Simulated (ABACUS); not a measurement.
Here is an ABACUS 3.10.1 calculation.

File INPUT:

```
INPUT_PARAMETERS
suffix              Co
calculation         scf
basis_type          lcao
pseudo_dir          ./
orbital_dir         ./
symmetry            1
dft_functional      pbe
ecutwfc             100
pseudo_rcut         10
nspin               2
nbands              23
ks_solver           genelpa
smearing_method     fd
smearing_sigma      0.00367493
scf_thr             1e-07
scf_nmax            100
mixing_type         broyden
mixing_beta         0.4
cal_force           1
cal_stress          1
out_mul             1
```

File STRU:

```
ATOMIC_SPECIES
Co 58.9332 Co.upf

NUMERICAL_ORBITAL
Co_confined-atom_7au_3s2p2d1f.orb

LATTICE_CONSTANT
1.8897261246

LATTICE_VECTORS
2.4719999032 0.0000000000 0.0000000000
-1.2359999516 2.1408147143 0.0000000000
0.0000000000 0.0000000000 4.0211440800

ATOMIC_POSITIONS
Direct

Co
0.0
2
0.6666666667 0.3333333333 0.7500000000 1 1 1 mag 2
0.3333333333 0.6666666667 0.2500000000 1 1 1 mag 2
```

File KPT:

```
K_POINTS
0
Gamma
12 12 7 0 0 0
```

Potentials or basis: PseudoDojo NC SR 0.4.1 PBE standard, DZP LCAO (the cutoffs set its grid).

The run is started by

```bash
$ OMP_NUM_THREADS=1 mpirun -np 4 abacus > log
```

Task: What does it give for the net moment?

Result: 3.24 μB per cell.

Task: What does it give for the band gap on the k mesh?

Result: None (metal or under the smearing width).

Task: Estimate the pressure.

Result: 5.6 GPa.

Task: Predict the site moments.

Result: Co +1.62 μB.

Stress tensor (GPa, compression positive):
```
6.52 0.00 0.00
0.00 6.52 0.00
0.00 0.00 3.61
```

Caveat: the atomic orbitals were generated for these runs and aren't a published set; the basis of atomic orbitals isn't converged, which shifts pressures, moduli and gaps.
